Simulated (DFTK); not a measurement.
# HgTe (Coloradoite) under changes of volume

One of the cells (33.215 Å³/atom); the others are scaled copies at fixed shape and fractional positions:

```xyz
2
Lattice="0.0000 3.2145 3.2145 3.2145 0.0000 3.2145 3.2145 3.2145 0.0000" Properties=species:S:1:pos:R:3 pbc="T T T"
Hg    0.0000    0.0000    0.0000
Te    4.8217    4.8217    4.8217
```

```yaml
Program: DFTK 0.8.2
Functional: PBEsol
Potentials_or_basis: dojo.nc.sr.pbesol.v0_4_1.standard.upf (PBEsol)
Cutoff: 1088 eV
k_mesh: 7 × 7 × 7
Occupations: fermi-dirac, width 0.05 eV
Spin: no spin polarisation
```

```tsv
volume (Å³/atom)	energy over the lowest point (meV/atom)	pressure (GPa)
31.223	51.88	5.5
31.887	?	?
32.551	17.17	2.9
33.215	7.33	1.8
33.880	1.77	0.9
34.544	0.00	0.0
35.208	1.60	-0.8
```

Problem. What does the run at 31.887 Å³/atom give?

Solution. Energy over the lowest point 31.81 meV/atom; pressure 4.1 GPa.

Worked out: A Birch-Murnaghan fit of order 3 (a polynomial in V^(-2/3)) to the other rows has its minimum at 34.55 Å³/atom with B0 = V·E''(V) = 42 GPa and B' = 5.2. It gives 31.81 meV/atom at 31.887 Å³/atom, against the run's 31.81, and -dE/dV = 4.2 GPa, against 4.1.

Energies are extrapolated to zero smearing.
